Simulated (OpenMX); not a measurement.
Runs of OpenMX 3.8.5 on Cd. The structure is cubic, space group Im-3m (No. 229). The conventional cell has a = 3.569 Å, b = 3.569 Å, c = 3.569 Å, α = 90.00°, β = 90.00°, γ = 90.00°. Around Cd (site symmetry m-3m) lie 8 Cd at 3.09 Å. This isn't the form of Cd at room conditions, which is hcp.

```tsv
task	level	potentials or basis	spin	cell	k mesh	spin constraint	mixing scheme	SCF threshold	max SCF cycles	constraint strength	other keys	mesh quality	gap on the mesh (eV)	pressure (GPa)	moment (μB)
single point	PBE+D2	OpenMX 2013 PBE set, Cd7.0-s3p2d2, grid cutoff 500 Ry	non-collinear, random start, SOC	as given	6 × 6 × 6, shifted	directions	rmm-diis	1e-07 Ha	80	0.5 eV	scf.Mixing.Type = rmm-diis; scf.maxIter = 80	coarse	none	-	0.00
atomic charges	PBE	OpenMX 2013 PBE set, Cd7.0-s3p2d2f1, grid cutoff 500 Ry	non-collinear, random start, SOC	cell strained at random at fixed volume	7 × 7 × 7	directions	rmm-diisk	1e-06 Ha	100	1 eV	scf.criterion = 1.0e-6; scf.Mixing.History = 10; …	coarse	none	-	0.00
density of states	PBE	OpenMX 2013 PBE set, Cd7.0-s3p2d2, grid cutoff 500 Ry	off	as given	11 × 11 × 11	-	rmm-diisk	1e-08 Ha	100	-	-	not flagged	none	0.8	-
atomic charges	PBE+D3(BJ)	OpenMX 2013 PBE set, Cd7.0-s3p2d2, grid cutoff 500 Ry	off	cell strained at random at fixed volume	11 × 11 × 11	-	rmm-diisk	1e-08 Ha	100	-	-	not flagged	none	-	-
band structure	PBE+D3	OpenMX 2013 PBE set, Cd7.0-s3p2d2, grid cutoff 500 Ry	collinear, random start	as given	11 × 11 × 11	-	rmm-diisk	1e-08 Ha	100	-	-	not flagged	-	-	0.00
density of states	LDA	OpenMX 2013 LDA set, Cd7.0-s3p2d1, grid cutoff 500 Ry	off	as given	11 × 11 × 11	-	rmm-diisk	1e-08 Ha	100	-	scf.eigen.lib = lapack; scf.lapack.dste = dstevx	not flagged	none	(a)	-
```

Alike in all rows: smearing fermi-dirac 0.05 eV.

Task: Fill in the values left out.

Result: (a) -6.1.

Caveats: some runs use coarse meshes; the basis of atomic orbitals isn't converged, which shifts pressures, moduli and gaps; pairwise dispersion overbinds metals, which lowers pressure and volume (some runs); total energies with and without spin-orbit coupling shouldn't be compared in this program (some runs).

A k mesh can miss the band edges, and rows without SOC leave out spin-orbit coupling on Cd.

A gap of «none» marks a metal or a gap under the smearing width.
